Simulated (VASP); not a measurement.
AlN (rocksalt): one PBE single-point calculation in two programs

```
Al N
1.0
     0.00000    2.01887    2.01887
     2.01887    0.00000    2.01887
     2.01887    2.01887    0.00000
Al N
1 1
Direct
  0.00000 0.00000 0.00000
  0.50000 0.50000 0.50000
```

Datasets and cutoffs are each program's own. VASP's cell holds 8 valence electrons and Ansatz's 8. Ansatz's stress includes a Pulay correction; VASP's doesn't. Ansatz solved a whole band path, VASP its corner points and band edges.

Cutoffs: 520 eV in VASP, 420 eV in Ansatz. k meshes: 10×10×10 and 10×10×10.

|  | VASP | Ansatz |
| --- | --- | --- |
| gap between bands v and c | 4.65 eV | 4.67 eV |
| least direct gap | 5.74 eV | 5.73 eV |
| pressure | 6.1 GPa | 6.4 GPa |

Band v is the last that the valence electrons fill when counted band by band, and c is the next. Levels in eV from the top of v, Ansatz:

```json
{"point": "Γ", "v−1": "0.00", "v": "0.00", "c": "5.73", "c+1": "12.12"}
{"point": "X", "v−1": "-2.80", "v": "-2.80", "c": "4.67", "c+1": "5.28"}
{"point": "W", "v−1": "-5.72", "v": "-3.92", "c": "8.16", "c+1": "10.73"}
{"point": "K", "v−1": "-5.47", "v": "-2.30", "c": "5.90", "c+1": "9.28"}
{"point": "L", "v−1": "-1.09", "v": "-1.09", "c": "6.17", "c+1": "11.06"}
```

VASP:

```json
{"point": "Γ", "v−1": "0.00", "v": "0.00", "c": "5.74", "c+1": "12.18"}
{"point": "X", "v−1": "-2.81", "v": "-2.81", "c": "4.65", "c+1": "5.30"}
{"point": "W", "v−1": "-5.72", "v": "-3.92", "c": "8.14", "c+1": "10.74"}
{"point": "K", "v−1": "-5.47", "v": "-2.31", "c": "5.89", "c+1": "9.29"}
{"point": "L", "v−1": "-1.08", "v": "-1.08", "c": "6.16", "c+1": "11.03"}
```
